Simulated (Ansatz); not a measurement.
# GaN: band gap under strain

Aim: follow the gap of GaN (wurtzite) through these states: +1.0 % shear in the xy plane; +2.5 % biaxial strain in x and y, free along z. The table at the end shows which levels were run.

Program: Ansatz 0.2.0. PAW datasets, plane waves. Calculated at 0 K for a non-magnetic cell.

**1. Starting point**

The unstrained cell was relaxed with r2SCAN; in each strained cell the atoms were relaxed again with r2SCAN. Names of k-points are those of the unstrained zone, where strain can split equivalent points. First state: +1.0 % shear in the xy plane.

The symmetry is P2_1 (No. 4, monoclinic); conventional cell a = 3.169 Å, b = 5.184 Å, c = 3.183 Å, β = 119.6°, 11.37 Å³ an atom. Ga has 4 N at 1.94–1.95 Å; N has 4 Ga at 1.94–1.95 Å.

Structure file:

```cif
data_structure
_symmetry_space_group_name_H-M 'P 1'
_symmetry_Int_Tables_number 1
_cell_length_a 3.1832
_cell_length_b 3.1694
_cell_length_c 5.1836
_cell_angle_alpha 90.000
_cell_angle_beta 90.000
_cell_angle_gamma 119.570
_cell_volume 45.48
loop_
_atom_site_label
_atom_site_type_symbol
_atom_site_fract_x
_atom_site_fract_y
_atom_site_fract_z
_atom_site_occupancy
Ga1 Ga 0.33265 0.66666 0.99911 1
Ga2 Ga 0.66735 0.33334 0.49911 1
N1 N 0.33178 0.66670 0.37589 1
N2 N 0.66822 0.33330 0.87589 1
```

From earlier runs on the unstrained cell: PBE 1.93 eV, r2SCAN 2.35 eV, HSE06 3.20 eV; a = 3.183 Å, c = 5.184 Å.

**2. +1.0 % shear in the xy plane: PBE**

input.yaml

```yaml
crystal:
  lattice:
    - [3.1831494095, 0.0159157471, 0.0]
    - [-1.5777912635, 2.7487303791, 0.0]
    - [0.0, 0.0, 5.1836254585]
  atoms:
    - { symbol: Ga, position: [0.332649615, 0.6666571734, -0.0008867939] }
    - { symbol: Ga, position: [0.667350385, 0.3333428266, 0.4991132061] }
    - { symbol: "N", position: [0.3317803532, 0.6666978161, 0.3758867939] }
    - { symbol: "N", position: [0.6682196468, 0.3333021839, 0.8758867939] }
kpoints:
  mp_grid: { grid: [12, 12, 6] }
  band_path:
    path:
      - [0.0, 0.0, 0.0]
      - [0.5, 0.0, 0.0]
      - [0.3333333333, 0.3333333333, 0.0]
      - [0.0, 0.0, 0.5]
      - [0.5, 0.0, 0.5]
      - [0.3333333333, 0.3333333333, 0.5]
    npoints: 1
hamiltonian:
  xc: pbe
scf:
  occupations: { method: fermi_dirac, width: 0.02 }
  n_extra_bands: 5
output:
  forces: true
  stress: true
  eigenvalues: true
  write_density: true
  write_potential: true
  elf: true
  volumetric_format: npy
```

Command:

```sh
$ ansatz run input.yaml --threads 2 --pin off --max-ram 2211MiB --backend cpu --events-out ev --progress --plain --runs-dir out
```

After this run come: +1.0 % shear in the xy plane: r2SCAN; +1.0 % shear in the xy plane: HSE06; +2.5 % biaxial strain in x and y, free along z: PBE; +2.5 % biaxial strain in x and y, free along z: r2SCAN; +2.5 % biaxial strain in x and y, free along z: HSE06.

Before running it: what results should come out?

The runs gave:

Least gap in eV (negative: overlap), with the change from the unstrained cell in brackets:

```
                                         state  volume change (%)           PBE        r2SCAN         HSE06
                  +1.0 % shear in the xy plane               -0.0  1.90 (-0.03)  2.32 (-0.03)  3.17 (-0.03)
+2.5 % biaxial strain in x and y, free along z               +3.8  1.63 (-0.30)  2.03 (-0.32)  2.86 (-0.34)
```

**Reading.** With HSE06, of the states in the table +2.5 % biaxial strain in x and y, free along z shifts the gap most, by -0.343 eV. PBE and HSE06 differ by 1.26 eV on the unstrained gap, and by at most 0.04 eV on its change: the two disagree on the size of the gap but agree on its response to strain.
